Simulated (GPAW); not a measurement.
The system is Br.

```
CELL_PARAMETERS angstrom
3.36325 -2.32255 0.00000
3.36325 2.32255 0.00000
0.00000 0.00000 8.70230
ATOMIC_POSITIONS crystal
Br 0.36510 0.63490 0.39010
Br 0.13490 0.86510 0.89010
Br 0.63490 0.36510 0.60990
Br 0.86510 0.13490 0.10990
```

Base run:

- Program: GPAW 26.7.0
- Functional: PBE
- Potentials or basis: GPAW PAW data sets (gpaw-data 1.2.1)
- Cutoff: 450 eV
- Basis: pw
- k mesh: 6 × 6 × 3
- Occupations: fermi-dirac, width 0.05 eV
- Spin: no spin polarisation

Its results: band gap on the k mesh 1.89 eV, indirect (least direct gap 1.91 eV); pressure 2.1 GPa; largest force 1.033 eV/Å.

**Question.** The run is repeated on the same cell with these changes: functional from PBE to LDA; potentials or basis from GPAW PAW data sets (gpaw-data 1.2.1) to the program's PAW data sets (release 1.2.1) made for this functional. What comes out?

**Answer.** Band gap on the k mesh 1.74 eV, indirect (least direct gap 1.75 eV); pressure -1.0 GPa; largest force 0.862 eV/Å.

Caveats: the cutoff is short for stress and forces, so pressures can be off by a GPa or more; an odd mesh through Γ misses points on the zone boundary, where band edges often lie.
